# Does each empty level of CdTe need its own correction?

A semilocal functional such as PBEsol places the empty levels of a semiconductor too close to the filled ones. A hybrid functional, which contains a share of Fock exchange, moves them apart, but it costs far more to evaluate. It therefore matters whether the shift has to be computed at every wave vector, or whether one number found at a few of them serves for the others. The known levels of CdTe suggest an answer, and the last four rows put it to the test.

ABINIT 10.8.3 plane-wave calculations for CdTe (F-43m, cell relaxed with PBEsol): start levels from PBEsol, corrected levels from one-shot HSE03, each column counted from its own highest filled level. All use a Γ-centred 4×4×4 k mesh, a 1387.78 eV cutoff and scalar-relativistic PseudoDojo v0.4.1 standard PBEsol pseudopotentials, without spin-orbit coupling.

| row | state k a (reciprocal cell vector) | state k b (reciprocal cell vector) | state k c (reciprocal cell vector) | state band | state start level (eV) | state corrected level (eV) |
| --- | --- | --- | --- | --- | --- | --- |
| 1 | 0.000 | 0.000 | 0.000 | top filled | 0.000 | 0.000 |
| 2 | 0.000 | 0.000 | 0.000 | first empty | 0.624 | 1.659 |
| 3 | 0.250 | 0.000 | 0.000 | top filled | -0.427 | -0.421 |
| 4 | 0.250 | 0.000 | 0.000 | first empty | 1.888 | 2.926 |
| 5 | 0.500 | 0.000 | 0.000 | top filled | -0.772 | -0.774 |
| 6 | 0.500 | 0.000 | 0.000 | first empty | 1.718 | 2.781 |
| 7 | 0.250 | 0.250 | 0.000 | top filled | -1.084 | -1.076 |
| 8 | 0.250 | 0.250 | 0.000 | first empty | 2.877 | 3.926 |
| 9 | 0.500 | 0.250 | 0.000 | top filled | -1.373 | -1.380 |
| 10 | 0.500 | 0.250 | 0.000 | first empty | 2.887 | 3.947 |
| 11 | -0.250 | 0.250 | 0.000 | top filled | -0.803 | -0.801 |
| 12 | -0.250 | 0.250 | 0.000 | first empty | 3.060 | 4.145 |
| 13 | ? | ? | ? | top filled | ? | ? |
| 14 | ? | ? | ? | first empty | ? | ? |
| 15 | ? | ? | ? | top filled | ? | ? |
| 16 | ? | ? | ? | first empty | ? | ? |

State k a, b and c give the wave vector of a level. The start level comes from PBEsol, and the corrected level from HSE03 evaluated once on the unchanged PBEsol orbitals. Each column counts energy from its own highest filled level, so only shifts relative to that level are visible.

## Rows 1 and 2: the gap opens

Row 1 is zero in both columns by construction. Row 2, at the same wave vector Γ, is the lowest empty level on the mesh and so gives the gap, which grows from 0.624 to 1.659 eV.

The standard explanation lies in how exchange treats filled and empty states. Exchange lowers an electron's energy through its overlap with the filled orbitals. A filled state belongs to that set and gains much; an empty state stands outside it and gains less. A semilocal potential is the same function of position for both and largely misses this difference. HSE03 replaces part of the short-range semilocal exchange by Fock exchange, and so lowers the filled states relative to the empty ones.

The new gap should not be judged by its closeness to experiment, which gives roughly 1.5 to 1.6 eV. Spin-orbit coupling is left out here, and in CdTe it would raise the valence top by roughly 0.3 eV. The hybrid gap would then fall to about 1.4 eV. The shift between the two columns should suffer much less, because the coupling would act almost equally on both.

## Rows 3 to 12: away from Γ

Two limits frame what can happen at the other wave vectors. If the change of exchange acted equally on every state, the choice of zero would remove it and the two columns would agree. If it depended strongly on the details of each orbital, every level would need its own correction. Between them lies a simple case, in which the change tells filled from empty and little else.

The known rows come close to this simple case. The empty start levels span 2.4 eV, yet their shifts all lie between 1.035 and 1.085 eV. The filled levels move by at most 0.008 eV relative to the valence top, too little to interpret when the convergence of mesh and cutoffs is untested.

Row 6 shows what such a shift preserves. This empty level, at the zone-boundary point L, lies below row 4, which is halfway from Γ to L. The dip is present in both columns, so the hybrid does not create this side valley. Its height above the lowest empty level at Γ hardly changes, from 1.09 to 1.12 eV.

## From the picture to a forecast

Because the orbitals stay fixed, a level with orbital $\psi$ shifts by the average of the operator change $\Delta V$ over that orbital. Subtracting the shift of the valence top, $\psi_v$, gives the change seen in the table:

$$E_\text{corrected}-E_\text{start}=\langle\psi|\Delta V|\psi\rangle-\langle\psi_v|\Delta V|\psi_v\rangle .$$

If the average is nearly the same for all the filled states considered here, their difference vanishes. If it is also nearly the same for the empty ones, they share a single constant $D$:

$$E_\text{corrected}\approx E_\text{start}+D\ \text{(empty)},\qquad E_\text{corrected}\approx E_\text{start}\ \text{(filled)}.$$

A least-squares fit to the twelve known rows gives $D=1.055$ eV, which is simply the mean of the six empty shifts. The value belongs to this version of HSE03, since codes differ in the screening length they use.

By symmetry, two points of the mesh remain, X and W, both on the zone boundary. The forecast takes their start levels as input and predicts only the correction:

- Rows 13 and 15, filled: a shift of 0 ± 0.03 eV.
- Rows 14 and 16, empty: a shift of 1.055 ± 0.08 eV.

These ranges are judged, not derived from the fit. They are wider than the known scatter because the make-up of the orbitals may differ at wave vectors not yet seen.

The withheld rows as computed:

| row | state k a (reciprocal cell vector) | state k b (reciprocal cell vector) | state k c (reciprocal cell vector) | state band | state start level (eV) | state corrected level (eV) |
| --- | --- | --- | --- | --- | --- | --- |
| 13 | 0.500 | 0.500 | 0.000 | top filled | -1.859 | -1.881 |
| 14 | 0.500 | 0.500 | 0.000 | first empty | 2.503 | 3.541 |
| 15 | -0.250 | 0.500 | 0.250 | top filled | -2.199 | -2.178 |
| 16 | -0.250 | 0.500 | 0.250 | first empty | 4.191 | 5.302 |

## Rows 13 to 16: hits and misses

All four shifts fall within their ranges. The least accurate forecast is that for row 16. Its start level of 4.191 eV plus 1.055 eV gives 5.246 eV, whereas the calculation gives 5.302 eV. The miss of 0.056 eV is about 5% of the shift being predicted. Row 14 does better, with a forecast 0.017 eV too high.

The filled levels carry a warning about error bars. One moves down by 0.022 eV and the other up by 0.021 eV, each well over twice the largest movement among the known filled rows. A range drawn from that earlier scatter alone would have been too narrow. At this size, an effect of the unconverged settings cannot be told from a real difference between the states.

Row 16 has both the highest start level and the largest shift, which suggests that the correction grows with energy. Adding such a slope to the fit of the known rows roughly halves the miss for row 16, but makes row 14 slightly worse. Row 14 also starts above row 6 and yet shifts less, so energy alone does not set the order. Differences in orbital make-up between wave vectors are a plausible cause, though untested here.

For these levels, then, one constant replaces the separate hybrid corrections to within 0.06 eV. That is enough to place the lowest empty band above the gap, but not to rank two of its valleys that lie only a few hundredths of an eV apart. The argument does not need the orbitals to be alike, only that $\Delta V$ has nearly the same average over each of them, and this shows where to distrust it. The compact Cd 4d shell, for instance, should be lowered by Fock exchange more than the valence top, and would need a constant of its own.
